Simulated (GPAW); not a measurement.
# ZnS (Wurtzite-2H) (P6_3mc) in GPAW: notebook, part 3 of 3

GPAW 26.7.0. The steps go on from the part before.

## Step 4: Band structure, SOGGA

Input file run.py:

```python
from ase.dft.bandgap import bandgap
from ase.io import read, write
from ase.units import GPa
from gpaw import GPAW, PW, setup_paths

setup_paths.insert(0, '.')

atoms = read('ZnS.xyz')

calc = GPAW(mode=PW(600),
            xc='GGA_X_SOGGA+GGA_C_PBE_SOL',
            kpts={'size': (6, 6, 3), 'gamma': True},
            occupations={'name': 'fermi-dirac', 'width': 0.05},
            nbands=31,
            convergence={'density': 1e-05, 'energy': 1e-05},
            maxiter=150,
            txt='gpaw.txt')
atoms.calc = calc
energy = atoms.get_potential_energy()
forces = atoms.get_forces()
stress = atoms.get_stress()
calc.write('gs.gpw')
write('result.traj', atoms)
print(f'Energy: {energy:.6f} eV')
print('Forces (eV/A):')
print(forces.round(4))
print('Stress (GPa):', (stress / GPa).round(3))
print('Fermi level:', round(calc.get_fermi_level(), 4), 'eV')
print(f'Gap: {bandgap(calc)[0]:.4f} eV, direct: {bandgap(calc, direct=True)[0]:.4f} eV')

path = atoms.cell.bandpath('GMKGALHA,LM,KH', npoints=100, eps=1e-4)
bs_calc = calc.fixed_density(kpts=path, symmetry='off', nbands=48,
                             convergence={'bands': 'CBM+6.0', 'eigenstates': 1e-6}, txt='bands.txt')
bs = bs_calc.band_structure()
bs.write('bs.json')
print(f'Gap on the path: {bandgap(bs_calc)[0]:.4f} eV')
```

Input file ZnS.xyz:

```xyz
4
Lattice="3.8110000000 0.0000000000 0.0000000000 -1.9055000000 3.3004228138 0.0000000000 0.0000000000 0.0000000000 6.2340000000" Properties=species:S:1:pos:R:3 pbc="T T T"
Zn     1.9055000002      1.1001409378      3.1170000000
Zn    -0.0000000002      2.2002818760      0.0000000000
S      1.9055000002      1.1001409378      5.5170900000
S     -0.0000000002      2.2002818760      2.4000900000
```

Potentials or basis: PAW data sets generated in the run's folder for this functional, pw.

Run with:

```
$ gpaw-setup -f GGA_X_SOGGA+GGA_C_PBE_SOL S Zn
$ OMP_NUM_THREADS=1 python run.py
```

gpaw.txt:

```text
__  _  _
 | _ |_)|_||  |
 |__||  | ||/\| - 26.7.0

Input parameters:
  mode=PW(ecut=600.0),
  convergence={'density': 1e-05, 'energy': 1e-05},
  kpts=MonkhorstPack(size=(6, 6, 3), gamma=True),
  maxiter=150,
  nbands=31,
  occupations=Occupations(name='fermi-dirac', width=0.05),
  xc=XC(name='GGA_X_SOGGA+GGA_C_PBE_SOL')

Diagonalizing LCAO Hamiltonian
Converting LCAO to pw mode

            S

            Zn
        S

        Zn

Atoms  # Å, Bohr magnetons
|   | symbol |         x |        y |        z |    initial magnetic moments |
|---|--------|-----------|----------|----------|-----------------------------|
| 0 |     Zn |  1.905500 | 1.100141 | 3.117000 | ( 0.0000,  0.0000,  0.0000) |
| 1 |     Zn | -0.000000 | 2.200282 | 0.000000 | ( 0.0000,  0.0000,  0.0000) |
| 2 |      S |  1.905500 | 1.100141 | 5.517090 | ( 0.0000,  0.0000,  0.0000) |
| 3 |      S | -0.000000 | 2.200282 | 2.400090 | ( 0.0000,  0.0000,  0.0000) |

Unit cell  # Å
| periodic |         x |        y |        z |  lengths |     angles |
|----------|-----------|----------|----------|----------|------------|
|      yes |  3.811000 | 0.000000 | 0.000000 | 3.811000 |  90.000000 |
|      yes | -1.905500 | 3.300423 | 0.000000 | 3.811000 |  90.000000 |
|      yes |  0.000000 | 0.000000 | 6.234000 | 6.234000 | 120.000000 |

Number of symmetries: 6
Symmetry operations  # r_c * U_cc + t_c -> r_c
|   | kind |            matrix            |
|---|------|------------------------------|
| 0 |  σ   |  1, 1, 0,  0,-1, 0,  0, 0, 1 |
| 1 |  E   |  1, 0, 0,  0, 1, 0,  0, 0, 1 |
| 2 |  C3  |  0, 1, 0, -1,-1, 0,  0, 0, 1 |
| 3 |  σ   |  0,-1, 0, -1, 0, 0,  0, 0, 1 |
| 4 |  σ   | -1, 0, 0,  1, 1, 0,  0, 0, 1 |
| 5 |  C3  | -1,-1, 0,  1, 0, 0,  0, 0, 1 |

BZ-sampling:
  Number of BZ points: 108
  Number of IBZ points: 17

  Monkhorst-Pack size: [6, 6, 3]
  Monkhorst-Pack shift: [0.08333333333333333, 0.08333333333333333, 0.0]

K-points  # in reciprocal-cell coordinates
|     |                                coordinates |     weight |
|-----|--------------------------------------------|------------|
|   0 | (  0.00000000,   0.00000000,   0.00000000) | 0.00925926 |
|   1 | (  0.00000000,   0.00000000,   0.33333333) | 0.01851852 |
|   2 | (  0.16666667,   0.00000000,  -0.33333333) | 0.05555556 |
|   3 | (  0.16666667,   0.00000000,   0.00000000) | 0.05555556 |
|   4 | (  0.16666667,   0.00000000,   0.33333333) | 0.05555556 |
|   5 | (  0.33333333,  -0.16666667,   0.00000000) | 0.05555556 |
|   6 | (  0.33333333,  -0.16666667,   0.33333333) | 0.11111111 |
|   7 | (  0.33333333,   0.00000000,  -0.33333333) | 0.05555556 |
|   8 | (  0.33333333,   0.00000000,   0.00000000) | 0.05555556 |
|   9 | (  0.33333333,   0.00000000,   0.33333333) | 0.05555556 |
| ... |                                            |            |
|  16 | (  0.50000000,   0.50000000,   0.33333333) | 0.05555556 |

Plane wave coefficients: 2641
Cutoff: 600.0 eV

Spin-components: 1 (collinear spins)
Bands:           31
Projectors:      22
Spin-degeneracy: 2
Datatype:        complex128

Parallelization:
  kpt:    1
  domain: 1
  band:   1

Density:
  Valence electrons: 36.0
  Components: 1
  Grid points: [24 24 36]
  Charge: 0.0  # |e|

Potential:
  Grid points: [24 24 36]

species:
  Zn:
    name:    Zinc
    Z:       30.0
    valence: 12
    core:    18
    charge:  0.0  # [|e|]
    compensation charges:
      type: gauss
      rc: 0.37  # [Å]
      lmax: 2
    cutoffs:
      filter: 2.14  # [Å]
      core: 2.28  # [Å]
    projectors
    | kind |    occ | energy [eV] | rcut [Å] |
    |------|--------|-------------|----------|
    |   4s |  2.000 |      -6.008 |    1.286 |
    |   4p |  0.000 |      -1.090 |    1.270 |
    |   3d | 10.000 |     -10.182 |    1.180 |
    |    s |        |      21.203 |    1.286 |
    |    p |        |      26.121 |    1.270 |
    |    d |        |      17.029 |    1.180 |

    Using partial waves for Zn as LCAO basis

  S:
    name:    Sulfur
    Z:       16.0
    valence: 6
    core:    10
    charge:  0.0  # [|e|]
    compensation charges:
      type: gauss
      rc: 0.24  # [Å]
      lmax: 2
    cutoffs:
      filter: 1.77  # [Å]
      core: 1.66  # [Å]
    projectors
    | kind |    occ | energy [eV] | rcut [Å] |
    |------|--------|-------------|----------|
    |   3s |  2.000 |     -17.201 |    0.974 |
    |   3p |  4.000 |      -6.987 |    0.979 |
    |    s |        |      10.010 |    0.974 |
    |    p |        |      20.224 |    0.979 |
    |    d |        |       0.000 |    0.900 |

    Using partial waves for S as LCAO basis

Reference energy: -119324.615446  # eV

eigensolver:
  PPCG
  Converge bands: occupied
  niter=2

density mixing:
  MSR1-Mixer
  Pratt-step length: 0.05
  Maximum mixing coefficient: 0.75
  Old densities: 10
  SVD Regularization: 0.005
  Good broyden scale: 1.0
  Trust region scale: 1.0
  Backstep threshold: 4.0
  History deletion threshold: 6.0
  Fourier metric: weight=20.0, sigma=0.015

occupation numbers:
  Fermi-Dirac:
    width: 0.0500  # eV

poisson solver:
  ecut: 4800.0  # eV

xc functional:
  name: GGA_X_SOGGA+GGA_C_PBE_SOL with 2 nearest neighbor stencil

convergence criteria:
- Maximum integral of absolute [dens]ity change: 1e-05 electrons / valence electron
- Maximum [total energy] change in last 3 cyles: 1e-05 eV / valence electron
- Maximum integral of absolute [eigenst]ate change: 4e-08 eV^2 / valence electron
maximum number of iterations: 150

SCF iterations
|iter     | |      energy | eigst |  dens |
|---------|-|-------------|-------|-------|
|iter:   1| |  -16.168525 | +0.12 |       |
|iter:   2| |  -16.012575 | -1.50 | -1.20 |
|iter:   3| |  -15.470174 | -1.40 | -1.25 |
|iter:   4| |  -15.468594 | -2.58 | -1.81 |
|iter:   5| |  -15.470636 | -3.79 | -2.27 |
|iter:   6| |  -15.470663 | -4.74 | -3.20 |
|iter:   7| |  -15.470699c| -5.72 | -3.59 |
|iter:   8| |  -15.470707c| -6.38 | -3.98 |
|iter:   9| |  -15.470707c| -7.46c| -4.53 |
|iter:  10| |  -15.470707c| -8.19c| -5.21c|

Converged in 10 steps
Energy contributions relative to reference atoms: (reference = -119324.615446)

Energy contributions:
  Kinetic:          17.217003
  Coulomb:         -14.431248
  Zero:              0.085154
  External:          0.000000
  Xc:              -18.341616
  Entropy:          -0.000000
  Spinorbit:         0.000000
  ----------------------------
  Free energy:     -15.470707
  Extrapolated:    -15.470707

dipole moment: (-0.000001, 0.000001, -7.469042)  # |e|*Ang

Fermi level: 4.703
Eigenvalues  # (at kpt = [0.000, 0.000, 0.000])
| band index |      eig [eV] | occ [0-2] |
|------------|---------------|-----------|
|          0 |        -9.495 |     2.000 |
|        ... |               |           |
|         10 |        -2.126 |     2.000 |
|         11 |        -1.971 |     2.000 |
|         12 |        -1.515 |     2.000 |
|         13 |         2.841 |     2.000 |
|         14 |         2.841 |     2.000 |
|         15 |         3.699 |     2.000 |
[... 8 lines left out ...]
|         24 |        11.204 |     0.000 |
|         25 |        12.834 |     0.000 |
|        ... |               |           |
|         30 |        15.882 |     0.000 |

Gap: 2.093 eV
Transition (v -> c):
  (s=0, k=0, n=17, [0.00, 0.00, 0.00]) -> (s=0, k=0, n=18, [0.00, 0.00, 0.00])
No difference between direct/indirect transitions

Forces  # eV/Ang
|        x |        y |        z |
|----------|----------|----------|
|  0.00000 |  0.00000 |  0.31175 |  # Zn   0
| -0.00000 | -0.00000 |  0.31171 |  # Zn   1
|  0.00000 |  0.00000 | -0.31177 |  # S    2
|  0.00000 |  0.00000 | -0.31177 |  # S    3

Stress tensor  # eV/Ang^3
|        x |        y |        z |
|----------|----------|----------|
| 0.005322 | 0.000000 | 0.000000 |
| 0.000000 | 0.005322 | 0.000000 |
| 0.000000 | 0.000000 | 0.017024 |

# Writing to gs.gpw (mode='')
```

Wall time 2.5 min (1 thread of Arm Neoverse V2, shared host); peak memory 0.48 GiB.

What came out:

```
Free energy             : -15.4707 eV
Pressure                : -1.5 GPa
Largest force           : 0.312 eV/Å
Band gap on the k mesh  : 2.09 eV, direct
Band gap along the path : 2.09 eV, direct
```

Forces on the atoms (eV/Å):
```
Zn   0.000  0.000  0.312
Zn   0.000  0.000  0.312
S    0.000  0.000 -0.312
S    0.000  0.000 -0.312
```

Levels at the corners of the path, in eV from the valence-band top:
| point | band 16 | band 17 | band 18 | band 19 | band 20 | band 21 |
| --- | --- | --- | --- | --- | --- | --- |
| Γ | -0.01 | -0.01 | 0.00 | 2.09 | 2.87 | 6.17 |
| M | -2.28 | -1.60 | -0.99 | 3.47 | 4.15 | 5.02 |
| K | -2.25 | -2.25 | -2.25 | 4.28 | 5.86 | 5.86 |
| Γ | -0.01 | -0.01 | 0.00 | 2.09 | 2.87 | 6.17 |
| A | -0.46 | -0.46 | -0.46 | 3.38 | 3.38 | 6.60 |
| L | -1.68 | -1.55 | -1.55 | 3.46 | 3.46 | 5.01 |
| H | -3.17 | -1.27 | -1.27 | 4.41 | 4.41 | 6.30 |
| A | -0.46 | -0.46 | -0.46 | 3.38 | 3.38 | 6.60 |
| L | -1.68 | -1.55 | -1.55 | 3.46 | 3.46 | 5.01 |
| M | -2.28 | -1.60 | -0.99 | 3.47 | 4.15 | 5.02 |
| K | -2.25 | -2.25 | -2.25 | 4.28 | 5.86 | 5.86 |
| H | -3.17 | -1.27 | -1.27 | 4.41 | 4.41 | 6.30 |

## Step 5: The runs side by side

| task | level | potentials or basis | k mesh | cutoff (eV) | band path | band points | hybrids on these orbitals | oneshot functional | gap on the mesh (eV) | pressure (GPa) | largest force (eV/Å) |
| --- | --- | --- | --- | --- | --- | --- | --- | --- | --- | --- | --- |
| band structure | AM05 | PAW data sets generated in the run's folder for this functional, pw | 6 × 6 × 3 | 600 | GMKGALHA,LM,KH | 100 | - | - | 2.23 | -0.6 | 0.31 |
| one-shot levels of the hybrid HSE06 | LDA | the program's PAW data sets (release 1.2.1) made for this functional, pw | 5 × 5 × 3 | 500 | - | - | ["HSE06", "EXX", "PBE0"] | HSE06 | 1.99 | -4.4 | 0.29 |
| band structure | SOGGA | PAW data sets generated in the run's folder for this functional, pw | 6 × 6 × 3 | 600 | GMKGALHA,LM,KH | 100 | - | - | 2.09 | -1.5 | 0.31 |

Alike in all rows: no spin polarisation; cell as given; smearing fermi-dirac 0.05 eV.

Caveats: the cutoff is short for stress and forces, so pressures can be off by a GPa or more (some runs); energy and the plain gap are those of the semilocal run (some runs); the hybrids' values are one shot on its orbitals and mesh (some runs).

Absolute energies hang on the potentials; compare differences alone.

## Step 6: Comparison with measurements

Step 2. Measured gap of ZnS: 3.911 eV (direct; 4 K; a printed reference work, monograph). This calculation gives 2.23 eV (-1.68 eV). The value is that of AM05, without temperature or zero-point motion. Semilocal functionals fall short of measured gaps as a rule.

Step 3. Measured gap of ZnS: 3.911 eV (direct; 4 K; a printed reference work, monograph). This calculation gives 1.99 eV (-1.92 eV). The value is that of LDA, without temperature or zero-point motion. Semilocal functionals fall short of measured gaps as a rule.

Step 4. A measured gap of ZnS is 3.911 eV (direct; 4 K; a printed reference work, monograph); the calculated 2.09 eV misses it by -1.82 eV. The value is that of SOGGA, without temperature or zero-point motion.
